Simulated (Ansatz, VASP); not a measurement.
One calculation of TePb, two programs

```
CELL_PARAMETERS angstrom
0.00000 3.23100 3.23100
3.23100 0.00000 3.23100
3.23100 3.23100 0.00000
ATOMIC_POSITIONS crystal
Pb 0.00000 0.00000 0.00000
Te 0.50000 0.50000 0.50000
```

Alike in both runs: task relaxation of cell and atoms; functional PBEsol0; k mesh 4 × 4 × 4; occupations fermi-dirac, width 0.05 eV; no spin polarisation.

|  | VASP | Ansatz |
| --- | --- | --- |
| version | VASP 6.6.1 | Ansatz 0.2.0 |
| potentials or method | VASP PAW PBE potentials, release 64 (Pb_d, Te) | Ansatz PAW |
| plane-wave cutoff (eV) | 600 | 420 |
| valence electrons in the cell | 20 | 30 |

VASP gave:

```
gap on the k mesh at the Fermi level, each at its own relaxed structure (eV) : 1.55
relaxed volume (Å³/atom)                                                     : 33.16
relaxed cell length with the largest relative difference (Å)                 : 4.543
energy change over the relaxation (meV/atom)                                 : -1
```

Estimate Ansatz's values.

gap on the k mesh at the Fermi level, each at its own relaxed structure (eV): 1.62; relaxed volume (Å³/atom): 33.33; relaxed cell length with the largest relative difference (Å): 4.551; energy change over the relaxation (meV/atom): -1.

The two sets of potentials don't hold the same shells in valence.

Caveats: the k mesh is coarse (spacing up to 0.42 Å⁻¹), so the values aren't converged, least of all with exact exchange; spin-orbit coupling is left out, which as a rule narrows the gap of such compounds by several tenths of an eV; the PAW data sets were made with another functional, which shifts forces and pressure a little (VASP); the plane-wave basis is chosen anew once the cell has moved, so the energies of steps on either side of that aren't comparable (Ansatz); the PAW data sets come from PBE, with cores solved anew for the run's functional, which leaves a small shift of forces and pressure (Ansatz). A k mesh can miss the band edges.
